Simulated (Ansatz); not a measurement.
**Energy ranking of B6As structures**

Level of theory: DFT r2SCAN, scalar-relativistic, plane waves, PAW in Ansatz. Settings: cutoff 500 eV, Γ-centred meshes no coarser than 0.19 Å⁻¹ for metals and 0.3 Å⁻¹ for insulators (2π included), Gaussian smearing.

These are static lattice energies at zero pressure. Larger cells and other orderings weren't all tried, so the list isn't exhaustive. For metals, differences of a few meV/atom aren't resolved. No run is spin-polarised.

```json
{"#": "1", "started from": "database cell", "space group": "R-3m (No. 166)", "atoms": "14", "V (Å³/atom)": "9.2", "ΔE (meV/atom)": "0", "gap on mesh (eV)": "2.88"}
{"#": "2", "started from": "sites of a reported CaB6 cell", "space group": "Pm-3m (No. 221)", "atoms": "7", "V (Å³/atom)": "10.2", "ΔE (meV/atom)": "821", "gap on mesh (eV)": "0.00"}
```

The lowest structure: Space group R-3m (No. 166), trigonal, a = 6.132 Å, c = 11.896 Å. Around B on Wyckoff site h (6 atoms of the primitive cell) lie 6 B at 1.77–1.90 Å; around B on Wyckoff site h (6 atoms of the primitive cell) lie 5 B at 1.73–1.81 Å and 1 As at 2.00 Å; around As lie 3 B at 2.00 Å and 1 As at 2.39 Å. Its energy against the elements is -0.209 eV/atom. The zero of energy is the lowest elemental structures computed at the same level; no fitted shifts are applied.

```cif
data_structure
_symmetry_space_group_name_H-M 'R-3m:H'
_symmetry_Int_Tables_number 166
_cell_length_a 6.1323
_cell_length_b 6.1323
_cell_length_c 11.8956
_cell_angle_alpha 90.000
_cell_angle_beta 90.000
_cell_angle_gamma 120.000
_cell_volume 387.40
loop_
_atom_site_label
_atom_site_type_symbol
_atom_site_symmetry_multiplicity
_atom_site_Wyckoff_symbol
_atom_site_fract_x
_atom_site_fract_y
_atom_site_fract_z
_atom_site_occupancy
B1 B 18 h 0.23005 0.46011 0.78505 1
B2 B 18 h 0.51633 0.48367 0.30541 1
As1 As 6 c 0.33333 0.66667 0.26702 1
```

The second: Space group Pm-3m (No. 221), cubic, a = 4.154 Å. B has 1 B at 1.66 Å and 4 B at 1.77 Å; around As lie 24 B at 3.05 Å.